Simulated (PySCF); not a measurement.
Which functional comes closest?

Molecule: benzaldehyde (SMILES C(=O)C1=CC=CC=C1).

Bonds (- single, = double, # triple, : aromatic): O1=C2 1.205 Å, C2-C3 1.479 Å, C3:C4 1.398 Å, C4:C5 1.393 Å, C5:C6 1.395 Å, C6:C7 1.398 Å, C7:C8 1.389 Å, C8:C3 1.401 Å. C2 carries H9; C4 carries H10; C5 carries H11; C6 carries H12; C7 carries H13; C8 carries H14.

Geometry PBE0-D3(BJ)/def2-SVP throughout; GIAO in PySCF 2.14.0 with density-fitted response routines, gas phase, one conformer, non-relativistic; equivalent atoms averaged; basis pcSseg-1.

Reference values (measured; solution, THF-d8, 298 K; Fulmer et al., Organometallics 2010, 29, 2176): δ(H9) = 9.98 ppm, δ(H10/H14) = 7.87 ppm, δ(H11/H13) = 7.53 ppm, δ(H12) = 7.62 ppm, δ(C2) = 191.9 ppm, δ(C3) = 137.8 ppm, δ(C4/C8) = 130.0 ppm, δ(C5/C7) = 129.6 ppm. Computed shifts are taken against TMS, calculated as an isolated molecule at each level.

How do the functionals HF, BLYP, BP86, OPBE, KT2, B97-D, PBE0, B97-2, CAM-B3LYP, LC-wPBE perform against the reference? Times are CPU seconds on shared hosts with different chips, so compare them loosely; the GGAs took longer than the global hybrids here, which isn't the general rule, and the cause wasn't traced.

Answers


```tsv
functional	kind	H9	H10/H14	H11/H13	H12	C2	C3	C4/C8	C5/C7	mean abs. error H	mean abs. error C	core-s
HF	Hartree–Fock	9.49	8.35	7.66	7.84	193.5	140.2	140.3	134.0	0.33	4.7	7.3
BLYP	GGA	9.97	7.73	7.43	7.43	191.3	139.5	134.3	133.1	0.11	2.5	27
BP86	GGA	10.05	7.84	7.56	7.55	191.3	138.1	133.6	132.5	0.05	1.8	24
OPBE	GGA	10.07	7.94	7.66	7.65	183.8	130.6	128.1	127.0	0.08	5.0	27
KT2	GGA	9.64	7.66	7.36	7.36	179.5	130.1	124.8	124.1	0.24	7.7	27
B97-D	GGA	9.92	7.76	7.45	7.46	185.4	133.8	129.6	128.3	0.10	3.0	27
PBE0	global hybrid	9.90	8.05	7.67	7.70	193.9	140.0	136.3	134.3	0.12	3.8	16
B97-2	global hybrid	9.83	7.97	7.59	7.62	189.5	136.8	133.3	131.2	0.08	2.1	15
CAM-B3LYP	range-separated hybrid	9.81	8.03	7.61	7.66	198.2	144.5	140.0	137.4	0.11	7.7	21
LC-wPBE	range-separated hybrid	9.87	8.23	7.79	7.86	201.0	144.8	142.1	139.1	0.24	9.4	32
```

For ¹H the closest is BP86 (0.05 ppm, with B97-2 practically level) and the furthest HF (0.33 ppm).

For ¹³C the closest is BP86 (1.8 ppm, with B97-2 practically level) and the furthest LC-wPBE (9.4 ppm). One molecule is a small sample, and vibrational and solvent effects are absent from the calculation.
